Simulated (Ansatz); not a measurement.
BaSnO3 (cubic perovskite)

```
CELL_PARAMETERS angstrom
      4.13132     0.00000     0.00000
      0.00000     4.13132     0.00000
      0.00000     0.00000     4.13132
ATOMIC_POSITIONS crystal
  Ba 0.00000 0.00000 0.00000
  Sn 0.50000 0.50000 0.50000
  O  0.00000 0.50000 0.50000
  O  0.50000 0.50000 0.00000
  O  0.50000 0.00000 0.50000
```

The volume is varied about the relaxed value V₀ at fixed cell shape. Symmetry pins the atoms to their sites.

Method: r2SCAN (plane waves to 500 eV, PAW, scalar-relativistic; Ansatz, an electronic-structure program). k mesh 9×9×9 (Γ-centred), Fermi-Dirac smearing 0.05 eV. The energy includes the smearing's −TS. Compression counts positive. BaSnO3 was relaxed with its symmetry unable to fall. The zero of ΔE is the relaxed starting cell.

| V (Å³/cell) | ΔE (eV/atom) | P (GPa) |
|---|---|---|
| 66.28 | 0.0282 | 11.3 |
| 67.34 | 0.0154 | 8.1 |
| 68.40 | 0.0066 | 5.2 |
| 69.45 | 0.0016 | 2.5 |
| 70.51 | 0.0000 | 0.0 |
| 71.57 | 0.0015 | -2.3 |
| 72.63 | 0.0059 | -4.4 |
| 73.69 | 0.0130 | -6.3 |
| 74.74 | 0.0224 | -8.0 |

What the scan shows:

```
Quantity                                                   Value
-------------------------------------------------  -------------
Pressure at the smallest volume                         11.3 GPa
Energy cost of the largest compression             28.2 meV/atom
Energy cost of the largest expansion               22.4 meV/atom
Bulk modulus B₀ (third-order Birch-Murnaghan fit)        158 GPa
Pressure derivative B₀′ (fit)                                4.8
Equilibrium volume of the fit                      14.10 Å³/atom
Pressure for 5 % compression (fit)                       9.2 GPa
```

(A scan under strain: stresses follow from slopes of the energy per volume, elastic moduli from its curvatures.)
